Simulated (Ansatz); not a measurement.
# Si48O: the cost of one run

Program: Ansatz 0.2.0. Level of theory: DFT PBE, scalar-relativistic, plane waves, PAW. These are calculated values, not measurements.

2 further runs of the same task are left out: 2 set aside as unsound or not needed.

### Step 1. Starting point

Symmetry: P6_3/mmc, No. 194, hexagonal system. Conventional cell: a = 3.851 Å, b = 3.851 Å, c = 6.365 Å, α = 90.00°, β = 90.00°, γ = 120.00°. Around Si (site symmetry 3m) lie 4 Si at 2.36 to 2.38 Å.

As a file:

```
CELL_PARAMETERS angstrom
3.85128 0.00000 0.00000
-1.92564 3.33531 0.00000
0.00000 0.00000 6.36502
ATOMIC_POSITIONS crystal
Si 0.33333 0.66667 0.06293
Si 0.66667 0.33333 0.56293
Si 0.33333 0.66667 0.43707
Si 0.66667 0.33333 0.93707
```

It goes back to an entry of the Materials Project, which need not be the stable form.

This cell was relaxed beforehand with the same method: volume 20.44 Å³/atom, gap on the mesh 0.45 eV.

The host's static dielectric tensor, from an earlier linear-response run, has a mean of 12.98.

The perfect supercell (rows 2 0 -1; -2 -2 -1; 0 2 -1 in vectors of this cell) comes from an earlier run at this level (48 atoms, E(σ→0) -30518.3704 eV, gap 0.45 eV on its own mesh).

### Step 2. Setting up the defect

The extra atom is put at (0.917, 0.917, 0.917) of the supercell, the middle of a void of radius 2.52 Å. The other atoms start on their ideal sites. Its neighbours are 6 Si at 2.52 Å.

### Step 3. Relaxing the defect, charge 0

Contents of input.yaml:

```yaml
crystal:
  lattice:
    - [7.7025612697, 1.0e-10, -6.3650227274]
    - [-3.8512806348, -6.6706137338, -6.3650227274]
    - [-3.8512806349, 6.6706137337, -6.3650227274]
  atoms:
    - { symbol: Si, position: [0.1456896866, 0.4790230199, 0.3123563532] }
    - { symbol: Si, position: [0.3123563532, 0.6456896866, 0.9790230199] }
    - { symbol: Si, position: [0.9790230199, 0.3123563532, 0.6456896866] }
    - { symbol: Si, position: [0.8123563532, 0.6456896866, 0.4790230199] }
    - { symbol: Si, position: [0.4790230199, 0.3123563532, 0.1456896866] }
    - { symbol: Si, position: [0.6456896866, 0.4790230199, 0.8123563532] }
    - { symbol: Si, position: [0.3123563532, 0.1456896866, 0.4790230199] }
    - { symbol: Si, position: [0.9790230199, 0.8123563532, 0.1456896866] }
    - { symbol: Si, position: [0.1456896866, 0.9790230199, 0.8123563532] }
    - { symbol: Si, position: [0.6456896866, 0.9790230199, 0.3123563532] }
    - { symbol: Si, position: [0.8123563532, 0.1456896866, 0.9790230199] }
    - { symbol: Si, position: [0.4790230199, 0.8123563532, 0.6456896866] }
    - { symbol: Si, position: [0.1456896866, 0.3123563532, 0.9790230199] }
    - { symbol: Si, position: [0.3123563532, 0.4790230199, 0.6456896866] }
    - { symbol: Si, position: [0.9790230199, 0.1456896866, 0.3123563532] }
    - { symbol: Si, position: [0.8123563532, 0.4790230199, 0.1456896866] }
    - { symbol: Si, position: [0.4790230199, 0.1456896866, 0.8123563532] }
    - { symbol: Si, position: [0.6456896866, 0.3123563532, 0.4790230199] }
    - { symbol: Si, position: [0.3123563532, 0.9790230199, 0.1456896866] }
    - { symbol: Si, position: [0.9790230199, 0.6456896866, 0.8123563532] }
    - { symbol: Si, position: [0.1456896866, 0.8123563532, 0.4790230199] }
    - { symbol: Si, position: [0.6456896866, 0.8123563532, 0.9790230199] }
    - { symbol: Si, position: [0.8123563532, 0.9790230199, 0.6456896866] }
    - { symbol: Si, position: [0.4790230199, 0.6456896866, 0.3123563532] }
    - { symbol: Si, position: [0.0209769801, 0.3543103134, 0.1876436468] }
    - { symbol: Si, position: [0.1876436468, 0.5209769801, 0.8543103134] }
    - { symbol: Si, position: [0.8543103134, 0.1876436468, 0.5209769801] }
    - { symbol: Si, position: [0.6876436468, 0.5209769801, 0.3543103134] }
    - { symbol: Si, position: [0.3543103134, 0.1876436468, 0.0209769801] }
    - { symbol: Si, position: [0.5209769801, 0.3543103134, 0.6876436468] }
    - { symbol: Si, position: [0.1876436468, 0.0209769801, 0.3543103134] }
    - { symbol: Si, position: [0.8543103134, 0.6876436468, 0.0209769801] }
    - { symbol: Si, position: [0.0209769801, 0.8543103134, 0.6876436468] }
    - { symbol: Si, position: [0.5209769801, 0.8543103134, 0.1876436468] }
    - { symbol: Si, position: [0.6876436468, 0.0209769801, 0.8543103134] }
    - { symbol: Si, position: [0.3543103134, 0.6876436468, 0.5209769801] }
    - { symbol: Si, position: [0.0209769801, 0.1876436468, 0.8543103134] }
    - { symbol: Si, position: [0.1876436468, 0.3543103134, 0.5209769801] }
    - { symbol: Si, position: [0.8543103134, 0.0209769801, 0.1876436468] }
    - { symbol: Si, position: [0.6876436468, 0.3543103134, 0.0209769801] }
    - { symbol: Si, position: [0.3543103134, 0.0209769801, 0.6876436468] }
    - { symbol: Si, position: [0.5209769801, 0.1876436468, 0.3543103134] }
    - { symbol: Si, position: [0.1876436468, 0.8543103134, 0.0209769801] }
    - { symbol: Si, position: [0.8543103134, 0.5209769801, 0.6876436468] }
    - { symbol: Si, position: [0.0209769801, 0.6876436468, 0.3543103134] }
    - { symbol: Si, position: [0.5209769801, 0.6876436468, 0.8543103134] }
    - { symbol: Si, position: [0.6876436468, 0.8543103134, 0.5209769801] }
    - { symbol: Si, position: [0.3543103134, 0.5209769801, 0.1876436468] }
    - { symbol: O, position: [0.9166666667, 0.9166666667, 0.9166666667] }
  host:
    lattice:
      - [3.8512806348, 0.0, 0.0]
      - [-1.9256403174, 3.3353068669, 0.0]
      - [0.0, 0.0, 6.3650227274]
    atoms:
      - { symbol: Si, position: [0.3333333333, 0.6666666667, 0.0629309403] }
      - { symbol: Si, position: [0.6666666667, 0.3333333333, 0.5629309403] }
      - { symbol: Si, position: [0.3333333333, 0.6666666667, 0.4370690597] }
      - { symbol: Si, position: [0.6666666667, 0.3333333333, 0.9370690597] }
basis:
  ecutwfc: 420
  xc_grid: 2
kpoints:
  mp_grid: { grid: [1, 1, 1], shift: [0.0, 0.0, 0.0] }
hamiltonian:
  xc: pbe
scf:
  occupations: { method: gaussian, width: 0.02 }
output:
  forces: true
  stress: false
  eigenvalues: true
  charged_corrections:
    defect_position: [0.91666667, 0.91666667, 0.91666667]
    epsilon: [[12.6179, 0.0, 0.0], [0.0, 12.6179, 0.0], [0.0, 0.0, 13.7065]]
relax:
  adjacent_minimum: "off"
  f_tol: 0.025
  max_steps: 45
```

The run is started by

```sh
$ ansatz run input.yaml --threads 4 --pin off --max-ram 8192MiB --backend cpu --events-out ev --progress --plain --runs-dir out
```

**Question.** How long does this run take on 4 threads of Arm Neoverse N1, shared host, and how much memory does it need?

About 33 s, with a peak of 0.88 GiB.
